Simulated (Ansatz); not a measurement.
Runs of Ansatz 0.2.0 on SnSe. The structure is cubic, space group Fm-3m (No. 225). Conventional cell: a = 6.020 Å, b = 6.020 Å, c = 6.020 Å, α = 90.00°, β = 90.00°, γ = 90.00°. Around Sn (site symmetry m-3m) lie 6 Se at 3.01 Å. Around Se (site symmetry m-3m) lie 6 Sn at 3.01 Å. Measurements of this composition are mostly on another form, of space group No. 62.

```tsv
task	level	points for each segment of the path	gap on the mesh (eV)	pressure (GPa)	V0 of scaled cells (Å³/atom)	B0 (GPa)
band structure	PBE0	4	0.63	(b)	-	-
band structure	HSE06	4	0.40	(a)	-	-
equation of state	HSE06	-	-	-	26.96	53
equation of state	PBE0	-	-	-	27.00	53
```

Alike in all rows: potentials or basis Ansatz PAW; no spin polarisation; cell as given; k mesh 6 × 6 × 6; cutoff (eV) 420; smearing fermi-dirac 0.05 eV.

Question: Estimate the missing entries.

Answer: (a) -0.6; (b) -0.5.

Caveats: spin-orbit coupling is left out, which moves the levels of the heavy elements (some runs); the PAW data sets come from PBE, with cores solved anew for the run's functional, which leaves a small shift of forces and pressure (some runs); the thresholds are loose for stress (some runs); the PAW data sets were made with another functional, which shifts forces and pressure a little (some runs).

A k mesh can miss the band edges, and the runs leave out spin-orbit coupling on Se, Sn.
